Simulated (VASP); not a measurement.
Set up this calculation in VASP 6.6.1, as the native input.

| Item | Value |
| --- | --- |
| Task | electron localisation function |
| Functional | PBE |
| Potentials or basis | VASP PAW PBE potentials, release 64 (Ti_sv, B) |
| Cutoff | 520 eV |
| k mesh | 10 × 10 × 8 |
| Occupations | gaussian, width 0.02 eV |
| Spin | no spin polarisation |
| Further INCAR settings | ALGO = Normal; EDIFF = 1e-07 |

The structure of TiB2 lies in POSCAR:

```
TiB2
1.0
    3.0292000000      0.0000000000      0.0000000000
   -1.5146000000      2.6233641531      0.0000000000
    0.0000000000      0.0000000000      3.2284000000
Ti B
1 2
Direct
    0.0000000000      0.0000000000      0.0000000000
    0.6666666667      0.3333333333      0.5000000000
    0.3333333333      0.6666666667      0.5000000000
```

The input as run:

INCAR

```
ALGO = Normal
EDIFF = 1E-7
ENCUT = 520
GGA = PE
ISIF = 2
ISMEAR = 0
LASPH = True
LCHARG = True
LELF = True
LREAL = False
LWAVE = False
NELM = 60
PREC = Accurate
SIGMA = 0.02
```

KPOINTS

```
k-points
0
Gamma
  10 10 8
```

Potentials or basis: VASP PAW PBE potentials, release 64 (Ti_sv, B).

Launch:

```bash
$ cat potpaw_PBE.64/Ti_sv/POTCAR potpaw_PBE.64/B/POTCAR > POTCAR
$ mpirun -np 1 vasp_std > vasp.out
```

It gave:

- Pressure: 0.5 GPa
- Band gap on the k mesh: none (metal or under the smearing width)

Wall time 17 s on 1 thread of Intel(R) Xeon(R) Platinum 8259CL CPU @ 2.50GHz (Skylake/Cascade Lake), on a shared host, peak memory 0.15 GiB.
